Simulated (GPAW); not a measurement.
# AlPt (P2_13) in GPAW: notebook

One crystal, AlPt, is run at these levels: PBEsol+U; tasks: single point.

Program: GPAW 26.7.0. These are calculated values, not measurements. Logs are shortened: lines on timing, memory, paths and dates and some standing lists are left out, and cuts for length are marked. The log counts tension as positive stress, the text compression.

**1. The crystal as given**

The structure is cubic, space group P2_13 (No. 198). Conventional cell: a = 4.879 Å, b = 4.879 Å, c = 4.879 Å, α = 90.00°, β = 90.00°, γ = 90.00°. Pt (site symmetry 3) has 7 Al at 2.60 to 2.63 Å as nearest neighbours. Al (site symmetry 3) has 7 Pt at 2.60 to 2.63 Å as nearest neighbours.

The cell is a database's computed one.

**2. Single point, PBEsol+U**

File run.py:

```python
from ase.dft.bandgap import bandgap
from ase.io import read, write
from ase.units import GPa
from gpaw import GPAW, PW, setup_paths

setup_paths.insert(0, '.')

atoms = read('POSCAR')

calc = GPAW(mode=PW(600),
            xc='PBEsol',
            kpts={'size': (5, 5, 5), 'gamma': True},
            occupations={'name': 'fermi-dirac', 'width': 0.05},
            setups={'Pt': ':d,6.0'},
            nbands=66,
            convergence={'density': 1e-05, 'energy': 1e-05},
            maxiter=150,
            txt='gpaw.txt')
atoms.calc = calc
energy = atoms.get_potential_energy()
forces = atoms.get_forces()
stress = atoms.get_stress()
calc.write('gs.gpw')
write('result.traj', atoms)
print(f'Energy: {energy:.6f} eV')
print('Forces (eV/A):')
print(forces.round(4))
print('Stress (GPa):', (stress / GPa).round(3))
print('Fermi level:', round(calc.get_fermi_level(), 4), 'eV')
print(f'Gap: {bandgap(calc)[0]:.4f} eV, direct: {bandgap(calc, direct=True)[0]:.4f} eV')
```

File POSCAR:

```
AlPt
1.0
    4.8789320700      0.0000000000      0.0000000000
    0.0000000000      4.8789320700      0.0000000000
    0.0000000000      0.0000000000      4.8789320700
Pt Al
4 4
Direct
    0.8449369400      0.6550630600      0.3449369400
    0.6550630600      0.3449369400      0.8449369400
    0.3449369400      0.8449369400      0.6550630600
    0.1550630600      0.1550630600      0.1550630600
    0.1559679000      0.3440321000      0.6559679000
    0.3440321000      0.6559679000      0.1559679000
    0.6559679000      0.1559679000      0.3440321000
    0.8440321000      0.8440321000      0.8440321000
```

Potentials or basis: PAW data sets generated in the run's folder for this functional, pw.

Run with:

```
$ gpaw-setup -f PBEsol Al Pt
$ OMP_NUM_THREADS=1 python run.py
```

gpaw.txt:

```text
__  _  _
 | _ |_)|_||  |
 |__||  | ||/\| - 26.7.0

Input parameters:
  mode=PW(ecut=600.0),
  convergence={'density': 1e-05, 'energy': 1e-05},
  kpts=MonkhorstPack(size=(5, 5, 5), gamma=True),
  maxiter=150,
  nbands=66,
  occupations=Occupations(name='fermi-dirac', width=0.05),
  setups={'Pt': ':d,6.0'},
  xc=XC(name='PBEsol')

Diagonalizing LCAO Hamiltonian
Converting LCAO to pw mode
    .-----------.
   /|         Al|
  / |           |
 *  |   PtPt    |
 |  Al          |
 |  |        Pt |
 |  .--AlAl-----.
 | /           /
 |/Pt         /
 *-----------*

Atoms  # Å, Bohr magnetons
|   | symbol |        x |        y |        z |    initial magnetic moments |
|---|--------|----------|----------|----------|-----------------------------|
| 0 |     Pt | 4.122390 | 3.196008 | 1.682924 | ( 0.0000,  0.0000,  0.0000) |
| 1 |     Pt | 3.196008 | 1.682924 | 4.122390 | ( 0.0000,  0.0000,  0.0000) |
| 2 |     Pt | 1.682924 | 4.122390 | 3.196008 | ( 0.0000,  0.0000,  0.0000) |
| 3 |     Pt | 0.756542 | 0.756542 | 0.756542 | ( 0.0000,  0.0000,  0.0000) |
| 4 |     Al | 0.760957 | 1.678509 | 3.200423 | ( 0.0000,  0.0000,  0.0000) |
| 5 |     Al | 1.678509 | 3.200423 | 0.760957 | ( 0.0000,  0.0000,  0.0000) |
| 6 |     Al | 3.200423 | 0.760957 | 1.678509 | ( 0.0000,  0.0000,  0.0000) |
| 7 |     Al | 4.117975 | 4.117975 | 4.117975 | ( 0.0000,  0.0000,  0.0000) |

Unit cell  # Å
| periodic |        x |        y |        z |  lengths |    angles |
|----------|----------|----------|----------|----------|-----------|
|      yes | 4.878932 | 0.000000 | 0.000000 | 4.878932 | 90.000000 |
|      yes | 0.000000 | 4.878932 | 0.000000 | 4.878932 | 90.000000 |
|      yes | 0.000000 | 0.000000 | 4.878932 | 4.878932 | 90.000000 |

Number of symmetries: 3
Symmetry operations  # r_c * U_cc + t_c -> r_c
|   | kind |            matrix            |
|---|------|------------------------------|
| 0 |  E   |  1, 0, 0,  0, 1, 0,  0, 0, 1 |
| 1 |  C3  |  0, 1, 0,  0, 0, 1,  1, 0, 0 |
| 2 |  C3  |  0, 0, 1,  1, 0, 0,  0, 1, 0 |

BZ-sampling:
  Number of BZ points: 125
  Number of IBZ points: 23

  Monkhorst-Pack size: [5, 5, 5]
  Monkhorst-Pack shift: [0, 0, 0]

K-points  # in reciprocal-cell coordinates
|     |                                coordinates |     weight |
|-----|--------------------------------------------|------------|
|   0 | (  0.00000000,   0.00000000,   0.00000000) | 0.00800000 |
|   1 | (  0.20000000,   0.00000000,  -0.20000000) | 0.04800000 |
|   2 | (  0.20000000,   0.00000000,   0.00000000) | 0.04800000 |
|   3 | (  0.20000000,   0.20000000,  -0.20000000) | 0.04800000 |
|   4 | (  0.20000000,   0.20000000,   0.00000000) | 0.04800000 |
|   5 | (  0.20000000,   0.20000000,   0.20000000) | 0.01600000 |
|   6 | (  0.40000000,  -0.20000000,  -0.40000000) | 0.04800000 |
|   7 | (  0.40000000,  -0.20000000,  -0.20000000) | 0.04800000 |
|   8 | (  0.40000000,  -0.20000000,   0.00000000) | 0.04800000 |
|   9 | (  0.40000000,  -0.20000000,   0.20000000) | 0.04800000 |
| ... |                                            |            |
|  22 | (  0.40000000,   0.40000000,   0.40000000) | 0.01600000 |

Plane wave coefficients: 3887
Cutoff: 600.0 eV

Spin-components: 1 (collinear spins)
Bands:           66
Projectors:      44
Spin-degeneracy: 2
Datatype:        complex128

Parallelization:
  kpt:    1
  domain: 1
  band:   1

Density:
  Valence electrons: 76.0
  Components: 1
  Grid points: [28 28 28]
  Charge: 0.0  # |e|

Potential:
  Grid points: [28 28 28]

species:
  Pt:
    name:    Platinum
    Z:       78.0
    valence: 16
    core:    62
    charge:  0.0  # [|e|]
    Hubbard: {U: 6.0,  # eV
              l: 2,
              scale: True}
    compensation charges:
      type: gauss
      rc: 0.41  # [Å]
      lmax: 2
    cutoffs:
      filter: 2.26  # [Å]
      core: 2.26  # [Å]
    projectors
    | kind |    occ | energy [eV] | rcut [Å] |
    |------|--------|-------------|----------|
    |   6s |  1.000 |      -5.666 |    1.307 |
    |   5p |  6.000 |     -56.073 |    1.371 |
    |   6p |  0.000 |      -0.783 |    1.371 |
    |   5d |  9.000 |      -6.179 |    1.307 |
    |    s |        |      21.545 |    1.307 |
    |    d |        |      21.032 |    1.307 |

    Using partial waves for Pt as LCAO basis

  Al:
    name:    Aluminium
    Z:       13.0
    valence: 3
    core:    10
    charge:  0.0  # [|e|]
    compensation charges:
      type: gauss
      rc: 0.34  # [Å]
      lmax: 2
    cutoffs:
      filter: 1.91  # [Å]
      core: 2.36  # [Å]
    projectors
    | kind |    occ | energy [eV] | rcut [Å] |
    |------|--------|-------------|----------|
    |   3s |  2.000 |      -7.715 |    1.085 |
    |   3p |  1.000 |      -2.689 |    1.085 |
    |    s |        |      19.497 |    1.085 |
    |    p |        |      24.522 |    1.085 |
    |    d |        |       0.000 |    1.085 |

    Using partial waves for Al as LCAO basis

Reference energy: -2027302.874912  # eV

eigensolver:
  PPCG
  Converge bands: occupied
  niter=2

density mixing:
  MSR1-Mixer
  Pratt-step length: 0.05
  Maximum mixing coefficient: 0.75
  Old densities: 10
  SVD Regularization: 0.005
  Good broyden scale: 1.0
  Trust region scale: 1.0
  Backstep threshold: 4.0
  History deletion threshold: 6.0
  Fourier metric: weight=20.0, sigma=0.015

occupation numbers:
  Fermi-Dirac:
    width: 0.0500  # eV

poisson solver:
  ecut: 4800.0  # eV

xc functional:
  name: PBEsol with 2 nearest neighbor stencil

convergence criteria:
- Maximum integral of absolute [dens]ity change: 1e-05 electrons / valence electron
- Maximum [total energy] change in last 3 cyles: 1e-05 eV / valence electron
- Maximum integral of absolute [eigenst]ate change: 4e-08 eV^2 / valence electron
maximum number of iterations: 150

SCF iterations
|iter     | |      energy | eigst |  dens |
|---------|-|-------------|-------|-------|
|iter:   1| |  -44.822523 | +0.44 |       |
|iter:   2| |  -44.954555 | -1.76 | -1.34 |
|iter:   3| |-177418549.330011 | +7.81 | -1.34 |
|iter:   4| |   -9.252981 | +2.51 | +2.66 |
|iter:   5| |  -44.099150 | +0.76 | -0.92 |
|iter:   6| |  -44.759578 | -0.94 | -2.02 |
|iter:   7| |  -44.771247 | -2.36 | -2.43 |
|iter:   8| |  -44.775453 | -3.38 | -2.76 |
|iter:   9| |  -44.775660 | -4.52 | -2.94 |
|iter:  10| |  -44.775409c| -5.49 | -3.03 |
|iter:  11| |  -44.775306c| -5.88 | -3.26 |
|iter:  12| |  -44.775307c| -6.58 | -3.70 |
|iter:  13| |  -44.775307c| -6.87 | -3.93 |
|iter:  14| |  -44.775307c| -8.23c| -4.57 |
|iter:  15| |  -44.775308c| -7.71c| -5.08c|

Converged in 15 steps
Energy contributions relative to reference atoms: (reference = -2027302.874912)

Energy contributions:
  Kinetic:         104.346680
  Coulomb:         -86.603833
  Zero:             -4.211299
  External:          0.000000
  Xc:              -58.298218
  Entropy:          -0.017276
  Spinorbit:         0.000000
  ----------------------------
  Free energy:     -44.783946
  Extrapolated:    -44.775308

dipole moment: (-0.000001, -0.000001, -0.000001)  # |e|*Ang

Fermi level: 9.834
Eigenvalues  # (at kpt = [0.000, 0.000, 0.000])
| band index |      eig [eV] | occ [0-2] |
|------------|---------------|-----------|
|          0 |       -40.986 |     2.000 |
|        ... |               |           |
|         31 |         6.620 |     2.000 |
|         32 |         6.620 |     2.000 |
|         33 |         7.846 |     2.000 |
|         34 |         7.846 |     2.000 |
|         35 |         7.846 |     2.000 |
|         36 |         9.218 |     2.000 |
[... 8 lines left out ...]
|         45 |        14.982 |     0.000 |
|         46 |        14.982 |     0.000 |
|        ... |               |           |
|         65 |        27.550 |     0.000 |

No gap
No difference between direct/indirect transitions

Forces  # eV/Ang
|        x |        y |        z |
|----------|----------|----------|
|  0.03607 | -0.03605 |  0.03603 |  # Pt   0
| -0.03605 |  0.03603 |  0.03607 |  # Pt   1
|  0.03603 |  0.03607 | -0.03605 |  # Pt   2
| -0.03606 | -0.03606 | -0.03606 |  # Pt   3
|  0.04758 | -0.04759 |  0.04758 |  # Al   4
| -0.04759 |  0.04758 |  0.04758 |  # Al   5
|  0.04758 |  0.04758 | -0.04759 |  # Al   6
| -0.04758 | -0.04758 | -0.04758 |  # Al   7

Stress tensor  # eV/Ang^3
|         x |         y |         z |
|-----------|-----------|-----------|
|  0.034718 | -0.000000 | -0.000000 |
| -0.000000 |  0.034718 | -0.000000 |
| -0.000000 | -0.000000 |  0.034718 |

# Writing to gs.gpw (mode='')
```

Run time: 2.4 min. Hardware: 1 thread of Arm Neoverse V2, shared host; peak memory 0.3 GiB.

What came out:

| Item | Value |
| --- | --- |
| Free energy | -44.7839 eV |
| Pressure | -5.6 GPa |
| Largest force | 0.082 eV/Å |
| Band gap on the k mesh | none (metal or under the smearing width) |

Forces on the atoms (eV/Å):
```
Pt   0.036 -0.036  0.036
Pt  -0.036  0.036  0.036
Pt   0.036  0.036 -0.036
Pt  -0.036 -0.036 -0.036
Al   0.048 -0.048  0.048
Al  -0.048  0.048  0.048
Al   0.048  0.048 -0.048
Al  -0.048 -0.048 -0.048
```

Levels at points of the mesh, in eV from the Fermi level:
| k point | band 34 | band 35 | band 36 | band 37 | band 38 | band 39 | band 40 | band 41 | band 42 | band 43 |
| --- | --- | --- | --- | --- | --- | --- | --- | --- | --- | --- |
| (0.00, 0.00, 0.00) | -1.99 | -1.99 | -1.99 | -0.62 | -0.62 | -0.62 | 4.12 | 4.12 | 4.12 | 4.32 |

Caveat: U without spin polarisation on a metal has little footing; the U is typed as a test and isn't derived for this compound. The run has no spin-orbit coupling, so splittings on Pt are missing.

**3. Single point, PBEsol+U**

File run.py:

```python
from ase import Atoms
from ase.dft.bandgap import bandgap
from ase.io import write
from ase.units import Bohr, GPa
from gpaw import GPAW, PW, setup_paths
from gpaw.elf import elf_from_dft_calculation

setup_paths.insert(0, '.')

atoms = Atoms(['Pt', 'Pt', 'Pt', 'Pt', 'Al', 'Al', 'Al', 'Al'],
              cell=[[4.87893207, 0.0, 0.0],
                    [0.0, 4.87893207, 0.0],
                    [0.0, 0.0, 4.87893207]],
              scaled_positions=[[0.84493694, 0.65506306, 0.34493694],
                                [0.65506306, 0.34493694, 0.84493694],
                                [0.34493694, 0.84493694, 0.65506306],
                                [0.15506306, 0.15506306, 0.15506306],
                                [0.1559679, 0.3440321, 0.6559679],
                                [0.3440321, 0.6559679, 0.1559679],
                                [0.6559679, 0.1559679, 0.3440321],
                                [0.8440321, 0.8440321, 0.8440321]],
              pbc=True)

calc = GPAW(mode=PW(600),
            xc='PBEsol',
            kpts={'size': (5, 5, 5), 'gamma': True},
            occupations={'name': 'fermi-dirac', 'width': 0.05},
            setups={'Pt': ':d,8.0'},
            nbands=66,
            convergence={'density': 1e-05, 'energy': 1e-05},
            maxiter=150,
            txt='gpaw.txt')
atoms.calc = calc
energy = atoms.get_potential_energy()
forces = atoms.get_forces()
stress = atoms.get_stress()
calc.write('gs.gpw')
write('result.traj', atoms)
print(f'Energy: {energy:.6f} eV')
print('Forces (eV/A):')
print(forces.round(4))
print('Stress (GPa):', (stress / GPa).round(3))
print('Fermi level:', round(calc.get_fermi_level(), 4), 'eV')
print(f'Gap: {bandgap(calc)[0]:.4f} eV, direct: {bandgap(calc, direct=True)[0]:.4f} eV')

# fields on the real-space grid
write('density.cube', atoms, data=calc.get_pseudo_density() * Bohr**3)
write('potential.cube', atoms, data=calc.get_electrostatic_potential())
write('elf.cube', atoms, data=elf_from_dft_calculation(calc).data)
```

Potentials or basis: PAW data sets generated in the run's folder for this functional, pw.

Run with:

```
$ gpaw-setup -f PBEsol Al Pt
$ OMP_NUM_THREADS=1 python run.py
```

It took 1.9 min on 1 thread of Arm Neoverse V2, shared host; peak memory 0.3 GiB.

Results (log left out):

```yaml
Free_energy: -42.9283 eV
Pressure: -6.8 GPa
Largest_force: 0.101 eV/Å
Band_gap_on_the_k_mesh: none (metal or under the smearing width)
```

Forces on the atoms (eV/Å):
```
Pt   0.016 -0.016  0.016
Pt  -0.016  0.016  0.016
Pt   0.016  0.016 -0.016
Pt  -0.016 -0.016 -0.016
Al   0.059 -0.059  0.059
Al  -0.059  0.059  0.059
Al   0.059  0.059 -0.059
Al  -0.059 -0.059 -0.059
```

Levels at points of the mesh, in eV from the Fermi level:
| k point | band 34 | band 35 | band 36 | band 37 | band 38 | band 39 | band 40 | band 41 | band 42 | band 43 |
| --- | --- | --- | --- | --- | --- | --- | --- | --- | --- | --- |
| (0.00, 0.00, 0.00) | -2.01 | -2.01 | -2.01 | -0.75 | -0.75 | -0.75 | 4.06 | 4.06 | 4.06 | 4.29 |

Caveat: U without spin polarisation on a metal has little footing; the U is typed as a test and isn't derived for this compound. The run has no spin-orbit coupling, so splittings on Pt are missing.
